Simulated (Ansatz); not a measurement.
Runs of Ansatz 0.2.0 on Ir. Symmetry: Fm-3m, No. 225, cubic system. The conventional cell has a = 3.831 Å, b = 3.831 Å, c = 3.831 Å, α = 90.00°, β = 90.00°, γ = 90.00°. Ir (site symmetry m-3m) is surrounded by 12 Ir at 2.71 Å. 

| task | level | potentials or basis | spin | cell | k mesh | cutoff (eV) | pressure (GPa) | relaxed volume (Å³/atom) |
| --- | --- | --- | --- | --- | --- | --- | --- | --- |
| band structure | LDA | all-electron LAPW, relativistic spinors | SOC, no magnetisation | as given | 9 × 9 × 9 | 284 | -6.0 | - |
| relaxation of cell and atoms | PBEsol | all-electron LAPW, scalar-relativistic | off | relaxed | 12 × 12 × 12 | - | 0.0 | (a) |
| band structure | revPBE | all-electron LAPW, scalar-relativistic | off | as given | 12 × 12 × 12 | 284 | 14.1 | - |
| relaxation of cell and atoms | RPBE+D3(BJ) | all-electron LAPW, scalar-relativistic | off | relaxed | 12 × 12 × 12 | - | 0.0 | 12.96 |
| relaxation of cell and atoms | BLYP+D3(BJ) | all-electron LAPW, scalar-relativistic | off | relaxed | 12 × 12 × 12 | - | 0.0 | 14.36 |
| relaxation of cell and atoms | LDA | all-electron LAPW, scalar-relativistic | off | relaxed | 12 × 12 × 12 | - | 0.0 | (b) |

Alike in all rows: smearing fermi-dirac 0.05 eV; basis error allowed 0.001 eV/atom.

Question: Fill in the values left out.

Answer: (a) 14.03; (b) 13.82.

Caveats: the k mesh is thin for a metal, which can move the energy by tens of meV per atom (some runs).

Runs at the PBE level aren't shown here.
